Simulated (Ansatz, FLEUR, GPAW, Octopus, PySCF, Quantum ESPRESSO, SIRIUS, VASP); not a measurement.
## One calculation of AlN, 9 ways

```xyz
2
Lattice="0.0000 2.1840 2.1840 2.1840 0.0000 2.1840 2.1840 2.1840 0.0000" Properties=species:S:1:pos:R:3 pbc="T T T"
Al    0.0000    0.0000    0.0000
N     1.0920    1.0920    1.0920
```

Measurements of this composition are mostly on another form, of space group No. 186.

Alike in all runs: functional PBEsol; k mesh 10 × 10 × 10; occupations fermi-dirac, width 0.05 eV; no spin polarisation; no spin-orbit coupling. Pressure is positive in compression and, in plane waves, holds the error of the finite cutoff, which Ansatz's Pulay term estimates and takes out.

```csv
program and potentials,plane-wave cutoff (eV),notes,band gap (eV),pressure (GPa)
"Ansatz, Ansatz PAW",420,"potentials made for PBE, which Ansatz adapts in part; Pulay term of +0.53 GPa included",3.20,1.35
"Octopus, pseudodojo_pbesol (PseudoDojo 0.4, PBEsol)",-,-,3.19,-
"FLEUR, all-electron, FLAPW",-,-,3.19,-
"Ansatz, all-electron LAPW, scalar-relativistic",-,-,3.19,1.20
"GPAW, PAW data sets generated for this functional",800,-,3.18,2.21
"SIRIUS, PseudoDojo 0.4.1 PBEsol standard (scalar relativistic)",1152,-,3.19,1.22
"Quantum ESPRESSO, GBRV 1.5 PBEsol",612,-,3.18,1.69
"PySCF, DZVP-MOLOPT-SR/GTH-PBE (potentials made for PBE)",-,atomic basis; potentials made for PBE,3.16,-
"VASP, PBE PAW files Al, N, 520 eV",520,potentials made for PBE,3.19,1.33
```

The band gap spans 3.16 (PySCF, DZVP-MOLOPT-SR/GTH-PBE (potentials made for PBE)) to 3.20 eV (Ansatz, Ansatz PAW), with all-electron results at 3.19. The pressure spans 1.20 (Ansatz, all-electron LAPW, scalar-relativistic) to 2.21 GPa (GPAW, PAW data sets generated for this functional), with all-electron results at 1.20. The gap is indirect and read on the mesh alone. Rows in atomic bases carry the error of their basis and grid, which can be large.

The functional is the same throughout but for its coding, so the spread measures potentials, basis and numerics; runs on potential files found faulty are left out.
